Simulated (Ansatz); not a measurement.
Input and output for fcc Sb (110), 5 layers: DFT, PBE, all-electron LAPW, scalar-relativistic (Ansatz 0.2.0).

The slab is cut from a bulk crystal relaxed on PAW files (its atoms may have been relaxed since), whose type needn't be the stable one.

Command: `ansatz run input.yaml --threads 2 --pin off --max-ram 4096MiB --backend cpu --events-out ev --progress --plain --runs-dir out` It took 44 s on 2 threads of Intel(R) Xeon(R) Platinum 8488C (Sapphire Rapids), with other jobs on the host, peak memory 0.71 GiB.

```yaml
crystal:
  lattice:
    - [3.3884663838, 0.0, 0.0]
    - [0.0, 4.7920151155, 0.0]
    - [0.0, 0.0, 22.7769]
  atoms:
    - { symbol: Sb, position: [0.0, 0.0, 0.3512323284] }
    - { symbol: Sb, position: [0.5, 0.5, 0.425616164] }
    - { symbol: Sb, position: [0.0, 0.0, 0.5] }
    - { symbol: Sb, position: [0.5, 0.5, 0.574383836] }
    - { symbol: Sb, position: [0.0, 0.0, 0.6487676716] }
kpoints:
  mp_grid: { grid: [10, 7, 1] }
scf:
  occupations: { method: fermi_dirac, width: 0.08 }
hamiltonian:
  xc: pbe
  pseudopotentials: { kind: all_electron, lapw: { basis_error: 0.001 } }
output:
  forces: true
  stress: true
  eigenvalues: true
  populations: true
  dos: { projected: true, de: 0.2, e_range: [-14, 8] }
efield:
  axis: 3
  amplitude: 0
  dipole_correction: true
```

Output:

```
Sb: projections on atomic orbitals take those of the free atom 1s2 2s2 2p6 3s2 3p6 3d10 4s2 4p6 4d10 5s2 5p3, of charge +0.00 (hamiltonian.pseudopotentials.projection_atoms)
LAPW: plane waves up to 6.305 Å⁻¹, error target 1.0e-3 eV per atom; small_component_spin mean_spin; Sb in spheres of 1.694 Å, 23 of its electrons in bands, Dirac shells [] (how accurate: hamiltonian.pseudopotentials.lapw.basis_error, Limitations)
Engine: ansatz 0.2.0
Pseudopotentials: kind: all_electron
Pseudopotential: Sb, LAPW, valence charge 23, lapw/all_electron/scalar/gaussian/Sb, Koelling and Harmon's equation, gaussian nucleus
Functional definition: PBE
  parameter kappa = 0.804
  parameter beta = 0.06672455060314922
  exchange = pbe_x(kappa = kappa, mu = beta*pi^2/3)
  correlation = pbe_c(beta = beta)
Crystal: 5 atoms, lattice volume = 369.842 Å³
Basis set: ecut = 151.47948186488927 eV, 1559 PW (Γ), exchange–correlation at level 2
Bands: 69, of which v1, the nominal top of the filled ones, is band 58 counted from 1 (57 counted from 0)
Symmetry: 4 space group operations
k-points: 24 of 70
Non-local potential: Sb, projectors of the file, none
Initial density: superposition of atomic densities (neutral atoms: chi_scale 0, normalization atom)
Initial wavefunctions: plane waves of lowest kinetic energy (no species holds an atomic orbital)
Functional: x = pbe(κ = 0.804, μ = 0.2195149727645171), c = pbe(β = 0.06672455060314922)
iter 1 solved again at ethr=1.43e-4 eV; its pass at ethr=1.00e-1 eV (dr2=1.64e-1 eV) is discarded
SCF iter   1: F=—  HF=-881838.712773 eV  |F-HF|=—  |Δ(HF+E_count)|=         —  Δρ=3.71e-3  dr2=1.66e-1  ethr=1.43e-4  p=-0.000 e·Å  D=-2.27e-14 V/Å  ΔV_dip=0.00 eV  dr2_dipole=2.84e-11  V_vac-E_F(+/−)=4.77/4.77 eV  ⟨swp⟩=4.2  Hψ=11200  notcnv=0
efield: sawtooth ramp at fractional position 0.9500 (placed from the atoms, in the widest stretch of the axis that holds none; the zero of the levels goes with the place), width 0.1000; the density the first Hamiltonian is built on has a dipole p = 0.000 e·Å; the dipole correction subtracts the counter field D = 1.51e-13 V/Å, which shifts the + side's vacuum level by -0.00 eV against the − side's; the planar-averaged density in the ramp window peaks in size at 8.3e-7 e/Å³
preconditioner: auto → LDOS  [metal: Δε(μ)=0.032 eV  Ē_g=8.131 eV  σ=0.080 eV  W_gap=0.10  n_scr=60 (ndim 8)  ℏωp=9.7 eV  f_vac=0.569  D(μ)=4.02/eV (n_scr^D=16)  β→1.0]
SCF iter   2: F=—  HF=-881838.672264 eV  |F-HF|=—  |Δ(HF+E_count)|=   4.05e-2  Δρ=1.54e-3  dr2=1.92e-2  ethr=1.43e-4  p=-0.000 e·Å  D=-1.99e-6 V/Å  ΔV_dip=0.00 eV  dr2_dipole=1.17e-9  V_vac-E_F(+/−)=4.38/4.38 eV  ⟨swp⟩=3.0  Hψ=5421  notcnv=0
SCF iter   3: F=—  HF=-881838.670428 eV  |F-HF|=—  |Δ(HF+E_count)|=   1.84e-3  Δρ=5.99e-4  dr2=6.56e-3  ethr=1.67e-5  p=0.000 e·Å  D=2.17e-7 V/Å  ΔV_dip=-0.00 eV  dr2_dipole=2.82e-10  V_vac-E_F(+/−)=4.36/4.37 eV  ⟨swp⟩=3.0  Hψ=5237  notcnv=0
iter 4 solved again at ethr=4.12e-7 eV; its pass at ethr=5.70e-6 eV (dr2=4.73e-4 eV) is discarded
SCF iter   4: F=—  HF=-881838.665421 eV  |F-HF|=—  |Δ(HF+E_count)|=         —  Δρ=1.93e-4  dr2=4.73e-4  ethr=4.12e-7  p=-0.000 e·Å  D=-1.73e-7 V/Å  ΔV_dip=0.00 eV  dr2_dipole=9.53e-12  V_vac-E_F(+/−)=4.33/4.33 eV  ⟨swp⟩=2.0  Hψ=8386  notcnv=0
the basis was enlarged: its passes take 173.3 KiB over the memory plan, 2 of 2 planned eigensolver slots
SCF iter   5: F=—  HF=-881838.664822 eV  |F-HF|=—  |Δ(HF+E_count)|=   5.99e-4  Δρ=8.49e-5  dr2=1.65e-4  ethr=4.12e-7  p=0.000 e·Å  D=5.29e-8 V/Å  ΔV_dip=-0.00 eV  dr2_dipole=2.80e-12  V_vac-E_F(+/−)=4.32/4.32 eV  ⟨swp⟩=2.5  Hψ=4986  notcnv=0
SCF iter   6: F=—  HF=-881838.664776 eV  |F-HF|=—  |Δ(HF+E_count)|=   4.58e-5  Δρ=1.31e-5  dr2=1.15e-6  ethr=1.43e-7  p=-0.000 e·Å  D=-4.57e-8 V/Å  ΔV_dip=0.00 eV  dr2_dipole=8.52e-14  V_vac-E_F(+/−)=4.32/4.32 eV  ⟨swp⟩=2.2  Hψ=4978  notcnv=0
SCF iter   7: F=—  HF=-881838.664777 eV  |F-HF|=—  |Δ(HF+E_count)|=   1.02e-6  Δρ=4.35e-6  dr2=1.53e-7  ethr=1.00e-9  p=-0.000 e·Å  D=-9.00e-10 V/Å  ΔV_dip=0.00 eV  dr2_dipole=1.73e-14  V_vac-E_F(+/−)=4.32/4.32 eV  ⟨swp⟩=3.0  Hψ=5211  notcnv=0
SCF iter   8: F=-881838.664777 eV  HF=-881838.664777 eV  |F-HF|=1.33e-8  |Δ(HF+E_count)|=   2.98e-7  Δρ=1.24e-6  dr2=1.98e-8  ethr=1.33e-10  p=-0.000 e·Å  D=-1.70e-8 V/Å  ΔV_dip=0.00 eV  dr2_dipole=1.19e-15  V_vac-E_F(+/−)=4.32/4.32 eV  ⟨swp⟩=3.0  Hψ=5224  notcnv=0
SCF 1 converged in 8 iterations: F = -881838.664777 eV  dr2 = 1.98e-8
SCF converged after 8 iterations
Free energy (F): -881838.664777 eV
Harris-Foulkes:  -881838.664777 eV  (|F-HF|=1.33e-8)
Internal energy: -881838.581408 eV  (E = F + TS)
E sigma→0 (E₀):  -881838.623093 eV
Entropy (-TS):   -0.083369 eV (-16.674 meV/atom)
Fermi energy:    2.581304 eV
Dipole field:    D = -0.000000 V/Å  (p = -0.000000 e·Å, saw-weighted, corrected)
Work function:   Φ+ = 4.3162 eV   Φ− = 4.3162 eV
Levels:          The Fermi level and band energies are counted from a zero that moves with the ramp; work functions are not
--- Per-component energies (eV) ---
  E_band       = -5659.102160
  E_kinetic    = 929345.740579
  E_xc         = -23213.630648
  E_efield     = 0.000000  (sawtooth field / dipole correction)
  E_electrostatic = -1787970.691339  (all electrons and nuclei)
  E_smearing   = -0.083369  (= −TS)
  E_closure    = 0.000000  (closes the sum)
  E_atoms      = -881820.322406  (free atoms, spherical and without spin; not in F)
  Σ components = -881838.664777   (vs F -881838.664777, Δ=0.00e0)
  Basis errors (estimates in eV, not in F): energy 3.4e-4 per atom: plane waves 2.9e-4 (1.7e-4 summed), levels above the bands 9.3e-32, relativity 1.9e-8, radial functions 5.1e-5, core shells 3.1e-10; eigenvalues (radial functions only) 6.7e-7; not estimated: angular momenta, meshes, grids; target (lapw.basis_error) 1.0e-3; muffin-tin radii Sb 1.694 Å
--- Forces (eV/Å), atoms counted from 1 ---
  atom   1  Sb     0.00000000     0.00000000     0.62160942
  atom   2  Sb     0.00000000     0.00000000    -0.72398032
  atom   3  Sb     0.00000000     0.00000000     0.00000048
  atom   4  Sb     0.00000000     0.00000000     0.72398047
  atom   5  Sb     0.00000000     0.00000000    -0.62161016
  max |Σ_I F_I| component: 1.19e-7 eV/Å
--- Stress (GPa, compression-positive) ---
       -1.396460       0.000000       0.000000
        0.000000      -1.492700       0.000000
        0.000000       0.000000      -0.760456
  P = ⅓ Tr σ = -1.2165 GPa (-12.165 kbar)
--- Band table (eV; the first three rows and the last of 24) ---
  k-point 0: bands = ["-142.0075", "-142.0075", "-141.9648", "-141.7636", "-141.7636", "-94.9858", "-94.9858", "-94.9801", "-94.9801", "-94.9602", "-94.9601", "-94.9597", "-94.9246", "-94.9152", "-94.7428", "-94.7428", "-94.7383", "-94.7383", "-94.7044", "-94.7044", "-26.8155", "-26.8094", "-26.7836", "-26.7830", "-26.7797", "-26.7722", "-26.7701", "-26.7620", "-26.7529", "-26.7526", "-26.7466", "-26.7277", "-26.7203", "-26.7194", "-26.6898", "-26.5617", "-26.5615", "-26.5206", "-26.5206", "-26.5014", "-26.5009", "-26.4976", "-26.4957", "-26.4953", "-26.4951", "-9.7507", "-8.5317", "-6.9000", "-5.4463", "-4.9381", "-1.7542", "-0.4028", "-0.0214", "0.0870", "1.5781", "1.9635", "2.1187", "3.3744", "3.9441", "4.5438", "4.8027", "6.0477", "6.3439", "6.3764", "6.8102", "7.2532", "7.3037", "7.4699", "7.7454"]
  k-point 1: bands = ["-142.0075", "-142.0075", "-141.9648", "-141.7636", "-141.7636", "-94.9858", "-94.9858", "-94.9801", "-94.9801", "-94.9602", "-94.9601", "-94.9597", "-94.9246", "-94.9152", "-94.7428", "-94.7428", "-94.7383", "-94.7383", "-94.7044", "-94.7044", "-26.8148", "-26.8092", "-26.7830", "-26.7815", "-26.7776", "-26.7753", "-26.7717", "-26.7614", "-26.7544", "-26.7501", "-26.7477", "-26.7272", "-26.7203", "-26.7200", "-26.6899", "-26.5617", "-26.5615", "-26.5207", "-26.5207", "-26.5017", "-26.5013", "-26.4973", "-26.4955", "-26.4951", "-26.4950", "-9.6209", "-8.4139", "-6.8354", "-5.6162", "-5.5518", "-1.3025", "-1.2524", "-0.2568", "1.1237", "1.2791", "1.9407", "3.2134", "3.3388", "3.5105", "4.6537", "5.6825", "5.7517", "6.0810", "6.5350", "6.8808", "7.1395", "7.3269", "7.4350", "7.6174"]
  k-point 2: bands = ["-142.0075", "-142.0075", "-141.9648", "-141.7636", "-141.7636", "-94.9858", "-94.9858", "-94.9801", "-94.9801", "-94.9602", "-94.9600", "-94.9598", "-94.9246", "-94.9152", "-94.7428", "-94.7428", "-94.7383", "-94.7383", "-94.7044", "-94.7044", "-26.8133", "-26.8089", "-26.7820", "-26.7803", "-26.7777", "-26.7745", "-26.7717", "-26.7606", "-26.7580", "-26.7511", "-26.7467", "-26.7256", "-26.7224", "-26.7194", "-26.6904", "-26.5616", "-26.5614", "-26.5210", "-26.5210", "-26.5023", "-26.5020", "-26.4970", "-26.4950", "-26.4948", "-26.4947", "-9.2337", "-8.0674", "-6.6944", "-6.6434", "-6.1196", "-1.7975", "-1.4879", "-0.0051", "0.8804", "1.9200", "2.9464", "3.4887", "3.9131", "3.9404", "4.9735", "5.5939", "6.1011", "6.1554", "6.4154", "6.6905", "6.9345", "7.1402", "7.9112", "7.9826"]
  k-point 23: bands = ["-142.0075", "-142.0075", "-141.9647", "-141.7636", "-141.7636", "-94.9858", "-94.9858", "-94.9807", "-94.9807", "-94.9601", "-94.9599", "-94.9598", "-94.9253", "-94.9151", "-94.7435", "-94.7435", "-94.7382", "-94.7382", "-94.7044", "-94.7044", "-26.7951", "-26.7933", "-26.7804", "-26.7776", "-26.7753", "-26.7739", "-26.7695", "-26.7637", "-26.7512", "-26.7416", "-26.7336", "-26.7233", "-26.7231", "-26.7111", "-26.6787", "-26.5406", "-26.5406", "-26.5130", "-26.5126", "-26.5116", "-26.5113", "-26.5003", "-26.5000", "-26.4800", "-26.4781", "-6.2414", "-6.1887", "-5.3903", "-5.2711", "-4.7930", "-2.5700", "-2.5601", "-1.4298", "-1.3619", "-0.4420", "0.5753", "0.8976", "1.6614", "2.6935", "2.7106", "3.3878", "3.6422", "4.8709", "4.9508", "5.1871", "8.4253", "9.0834", "9.0862", "9.6173"]
--- Löwdin populations: 5 sites ---
  site symbol       q [e]
     0     Sb     51.0081
     1     Sb     50.8926
     2     Sb     50.9371
     3     Sb     50.8926
     4     Sb     51.0081
  spilling = 0.001026 (of n_electrons = 255.000000)
```

populations.tsv:

```
# site	symbol	l	j	q
# orbitals = lowdin
# n_electrons = 255.000000
# spilling = 0.001026
# projection_atom_Sb: 1s2 2s2 2p6 3s2 3p6 3d10 4s2 4p6 4d10 5s2 5p3
0	Sb	0_1S	-	2.000000
0	Sb	0_2S	-	1.999993
0	Sb	0_3S	-	1.999893
0	Sb	0_4S	-	1.998524
0	Sb	0_5S	-	1.917728
0	Sb	1_2P	-	6.000000
0	Sb	1_3P	-	5.999993
0	Sb	1_4P	-	5.999219
0	Sb	1_5P	-	3.093598
0	Sb	2_3D	-	10.000000
0	Sb	2_4D	-	9.999122
1	Sb	0_1S	-	2.000000
1	Sb	0_2S	-	1.999994
1	Sb	0_3S	-	1.999912
1	Sb	0_4S	-	1.998796
1	Sb	0_5S	-	1.928465
1	Sb	1_2P	-	6.000000
1	Sb	1_3P	-	5.999989
1	Sb	1_4P	-	5.998756
1	Sb	1_5P	-	2.967691
1	Sb	2_3D	-	10.000000
1	Sb	2_4D	-	9.998992
2	Sb	0_1S	-	2.000000
2	Sb	0_2S	-	1.999993
2	Sb	0_3S	-	1.999899
2	Sb	0_4S	-	1.998623
2	Sb	0_5S	-	1.916866
2	Sb	1_2P	-	6.000000
2	Sb	1_3P	-	5.999988
2	Sb	1_4P	-	5.998680
2	Sb	1_5P	-	3.024140
2	Sb	2_3D	-	10.000000
2	Sb	2_4D	-	9.998876
3	Sb	0_1S	-	2.000000
3	Sb	0_2S	-	1.999994
3	Sb	0_3S	-	1.999912
3	Sb	0_4S	-	1.998796
3	Sb	0_5S	-	1.928465
3	Sb	1_2P	-	6.000000
3	Sb	1_3P	-	5.999989
3	Sb	1_4P	-	5.998756
3	Sb	1_5P	-	2.967691
3	Sb	2_3D	-	10.000000
3	Sb	2_4D	-	9.998992
4	Sb	0_1S	-	2.000000
4	Sb	0_2S	-	1.999993
4	Sb	0_3S	-	1.999893
4	Sb	0_4S	-	1.998524
4	Sb	0_5S	-	1.917728
4	Sb	1_2P	-	6.000000
4	Sb	1_3P	-	5.999993
4	Sb	1_4P	-	5.999219
4	Sb	1_5P	-	3.093597
4	Sb	2_3D	-	10.000000
4	Sb	2_4D	-	9.999122
```

Next run (atoms relaxed), as changes to the input before:

```diff
   atoms:
-    - { symbol: Sb, position: [0.0, 0.0, 0.3512323284] }
-    - { symbol: Sb, position: [0.5, 0.5, 0.425616164] }
-    - { symbol: Sb, position: [0.0, 0.0, 0.5] }
-    - { symbol: Sb, position: [0.5, 0.5, 0.574383836] }
-    - { symbol: Sb, position: [0.0, 0.0, 0.6487676716] }
+    - { symbol: Sb, position: [0.0, 0.0, 0.3580768278] }
+    - { symbol: Sb, position: [0.5, 0.5, 0.4126653525] }
+    - { symbol: Sb, position: [0.0, 0.0, 0.5000000036] }
+    - { symbol: Sb, position: [0.5, 0.5, 0.5873346447] }
+    - { symbol: Sb, position: [0.0, 0.0, 0.6419231714] }
 kpoints:
   eigenvalues: true
-  populations: true
-  dos: { projected: true, de: 0.2, e_range: [-14, 8] }
+relax:
+  f_tol: 0.01
+  max_steps: 12
 efield:
```

Results part of the output:

```
SCF converged after 2 iterations
Free energy (F): -881839.007498 eV
Harris-Foulkes:  -881839.007498 eV  (|F-HF|=3.61e-9)
Internal energy: -881838.914601 eV  (E = F + TS)
E sigma→0 (E₀):  -881838.961049 eV
Entropy (-TS):   -0.092897 eV (-18.579 meV/atom)
Fermi energy:    2.492449 eV
Dipole field:    D = 0.000000 V/Å  (p = 0.000000 e·Å, saw-weighted, corrected)
Work function:   Φ+ = 4.3872 eV   Φ− = 4.3872 eV
Levels:          The Fermi level and band energies are counted from a zero that moves with the ramp; work functions are not
--- Per-component energies (eV) ---
[... lines left out ...]
  k-point 1: bands = ["-141.9404", "-141.8779", "-141.8779", "-141.7846", "-141.7846", "-94.9216", "-94.9071", "-94.8937", "-94.8613", "-94.8613", "-94.8591", "-94.8591", "-94.8181", "-94.8181", "-94.7750", "-94.7750", "-94.7634", "-94.7634", "-94.7167", "-94.7167", "-26.7410", "-26.7055", "-26.7052", "-26.7038", "-26.7014", "-26.6941", "-26.6908", "-26.6799", "-26.6670", "-26.6367", "-26.6320", "-26.6265", "-26.6222", "-26.6219", "-26.6217", "-26.6022", "-26.6018", "-26.5466", "-26.5464", "-26.5252", "-26.5249", "-26.5240", "-26.5235", "-26.5182", "-26.5125", "-9.5712", "-8.9851", "-6.7951", "-5.3839", "-5.2869", "-1.7862", "-1.0859", "0.0134", "0.4956", "1.4324", "2.0316", "3.3069", "3.5366", "3.8364", "4.0684", "5.8888", "5.9397", "6.0860", "6.5356", "6.8993", "7.4772", "7.4787", "7.5242", "7.6222"]
  k-point 2: bands = ["-141.9404", "-141.8779", "-141.8779", "-141.7846", "-141.7846", "-94.9216", "-94.9071", "-94.8937", "-94.8613", "-94.8613", "-94.8591", "-94.8591", "-94.8181", "-94.8181", "-94.7750", "-94.7750", "-94.7634", "-94.7634", "-94.7167", "-94.7167", "-26.7405", "-26.7078", "-26.7039", "-26.7008", "-26.6985", "-26.6940", "-26.6837", "-26.6709", "-26.6696", "-26.6395", "-26.6370", "-26.6308", "-26.6273", "-26.6256", "-26.6252", "-26.6043", "-26.6037", "-26.5508", "-26.5504", "-26.5226", "-26.5225", "-26.5212", "-26.5209", "-26.5139", "-26.5083", "-9.1888", "-8.6012", "-6.7297", "-6.4216", "-6.1596", "-1.8767", "-1.1320", "-0.1020", "0.9315", "2.1296", "2.5008", "3.8350", "3.9444", "4.4561", "4.9514", "5.1289", "6.1375", "6.4079", "6.5662", "6.7415", "6.9272", "7.2405", "7.9414", "8.0076"]
  k-point 23: bands = ["-141.9404", "-141.8779", "-141.8779", "-141.7846", "-141.7846", "-94.9215", "-94.9077", "-94.8937", "-94.8619", "-94.8619", "-94.8591", "-94.8591", "-94.8180", "-94.8180", "-94.7756", "-94.7756", "-94.7634", "-94.7634", "-94.7167", "-94.7167", "-26.7251", "-26.7097", "-26.7053", "-26.6960", "-26.6925", "-26.6878", "-26.6624", "-26.6624", "-26.6571", "-26.6423", "-26.6372", "-26.6334", "-26.6306", "-26.6060", "-26.6023", "-26.5721", "-26.5716", "-26.5454", "-26.5453", "-26.5423", "-26.5409", "-26.5249", "-26.5238", "-26.5057", "-26.4982", "-6.4153", "-5.8268", "-5.6803", "-5.5172", "-4.6872", "-2.5938", "-2.4614", "-1.9814", "-1.9697", "-0.3986", "0.4788", "1.3805", "1.6893", "2.7306", "2.7607", "3.7656", "4.0866", "5.0379", "5.4130", "5.4695", "8.7312", "9.3589", "9.4623", "9.5257"]
--- Relaxed structure (2 steps of the walk, 2 accepted, 0 SCFs on fresh bases) ---
  F+E_penalty+E_count = -881839.00749766 eV   max|allowed force component| = 1.374e-3 eV/Å
  atoms:
    - { symbol: Sb, position: [0.0, 0.0, 0.3580768277999999] }
    - { symbol: Sb, position: [0.5, 0.5, 0.41266535249999997] }
    - { symbol: Sb, position: [0.0, 0.0, 0.5000000035999999] }
    - { symbol: Sb, position: [0.5, 0.5, 0.5873346446999999] }
    - { symbol: Sb, position: [0.0, 0.0, 0.6419231713999999] }
```

Next run (spin-orbit coupling on), as changes to the input before:

```diff
   eigenvalues: true
-relax:
-  f_tol: 0.01
-  max_steps: 12
 efield:
   dipole_correction: true
+magnetization:
+  noncollinear: true
+  spin_orbit: true
```

Command: `ansatz run input.yaml --threads 2 --pin off --max-ram 4096MiB --backend cpu --events-out ev --progress --plain --runs-dir out` It took 3.9 min on 2 threads of Intel(R) Xeon(R) Platinum 8488C (Sapphire Rapids) (shared host), peak memory 1.8 GiB.

Results part of the output:

```
SCF 1 converged in 7 iterations: F = -882118.552794 eV  dr2 = 9.19e-8
SCF converged after 7 iterations
[... lines left out ...]
  k-point 2: bands = ["-141.8268", "-141.8268", "-141.7823", "-141.7823", "-141.7823", "-141.7823", "-141.6875", "-141.6875", "-141.6875", "-141.6875", "-100.7909", "-100.7909", "-100.7472", "-100.7472", "-100.7472", "-100.7472", "-100.6515", "-100.6515", "-100.6515", "-100.6515", "-92.2145", "-92.2145", "-92.1967", "-92.1967", "-92.1765", "-92.1765", "-92.1765", "-92.1765", "-92.1484", "-92.1484", "-92.1484", "-92.1484", "-92.0842", "-92.0842", "-92.0842", "-92.0842", "-92.0484", "-92.0484", "-92.0484", "-92.0484", "-27.3834", "-27.3834", "-27.3605", "-27.3605", "-27.3554", "-27.3554", "-27.3530", "-27.3530", "-27.3147", "-27.3147", "-27.3131", "-27.3131", "-27.2596", "-27.2596", "-27.2588", "-27.2588", "-27.2121", "-27.2121", "-27.2114", "-27.2114", "-26.1511", "-26.1511", "-26.1327", "-26.1327", "-26.1289", "-26.1289", "-26.1222", "-26.1222", "-26.1112", "-26.1112", "-26.0902", "-26.0902", "-26.0799", "-26.0799", "-26.0735", "-26.0735", "-26.0707", "-26.0707", "-26.0307", "-26.0307", "-26.0199", "-26.0199", "-25.9782", "-25.9782", "-25.9746", "-25.9746", "-25.9670", "-25.9670", "-25.9642", "-25.9642", "-9.1582", "-9.1582", "-8.5734", "-8.5734", "-6.6927", "-6.6927", "-6.3938", "-6.3938", "-6.1316", "-6.1316", "-1.8781", "-1.8781", "-1.1353", "-1.1353", "-0.1137", "-0.1137", "0.9075", "0.9075", "2.1207", "2.1207", "2.4888", "2.4888", "3.7482", "3.7482", "4.0499", "4.0499", "4.4669", "4.4669", "4.9207", "4.9207", "5.1010", "5.1010", "6.0879", "6.0879", "6.3683", "6.3683", "6.5810", "6.5810", "6.8584", "6.8584", "6.9446", "6.9446", "7.2659", "7.2659", "7.9369", "7.9369", "8.0348", "8.0348"]
  k-point 23: bands = ["-141.8268", "-141.8268", "-141.7823", "-141.7823", "-141.7823", "-141.7823", "-141.6874", "-141.6874", "-141.6874", "-141.6874", "-100.7910", "-100.7910", "-100.7473", "-100.7473", "-100.7473", "-100.7473", "-100.6516", "-100.6516", "-100.6516", "-100.6516", "-92.2148", "-92.2148", "-92.1969", "-92.1969", "-92.1769", "-92.1769", "-92.1769", "-92.1769", "-92.1485", "-92.1485", "-92.1485", "-92.1485", "-92.0846", "-92.0846", "-92.0846", "-92.0846", "-92.0484", "-92.0484", "-92.0484", "-92.0484", "-27.3778", "-27.3778", "-27.3526", "-27.3526", "-27.3459", "-27.3459", "-27.3451", "-27.3451", "-27.3130", "-27.3130", "-27.3118", "-27.3118", "-27.2484", "-27.2484", "-27.2476", "-27.2476", "-27.2106", "-27.2106", "-27.2101", "-27.2101", "-26.1420", "-26.1420", "-26.1299", "-26.1299", "-26.1154", "-26.1154", "-26.1119", "-26.1119", "-26.1001", "-26.1001", "-26.0879", "-26.0879", "-26.0837", "-26.0837", "-26.0641", "-26.0641", "-26.0628", "-26.0628", "-26.0132", "-26.0132", "-26.0077", "-26.0077", "-25.9821", "-25.9821", "-25.9811", "-25.9811", "-25.9603", "-25.9603", "-25.9576", "-25.9576", "-6.3781", "-6.3781", "-5.7960", "-5.7960", "-5.6494", "-5.6494", "-5.4858", "-5.4858", "-4.6491", "-4.6491", "-2.5919", "-2.5919", "-2.4623", "-2.4623", "-1.9923", "-1.9923", "-1.9722", "-1.9722", "-0.4442", "-0.4442", "0.5051", "0.5051", "1.3825", "1.3825", "1.7428", "1.7428", "2.6983", "2.6983", "2.7572", "2.7572", "3.7894", "3.7894", "4.1205", "4.1205", "4.9883", "4.9883", "5.2676", "5.2676", "5.7040", "5.7040", "8.7422", "8.7422", "9.3588", "9.3588", "9.4740", "9.4740", "9.5348", "9.5348"]
```
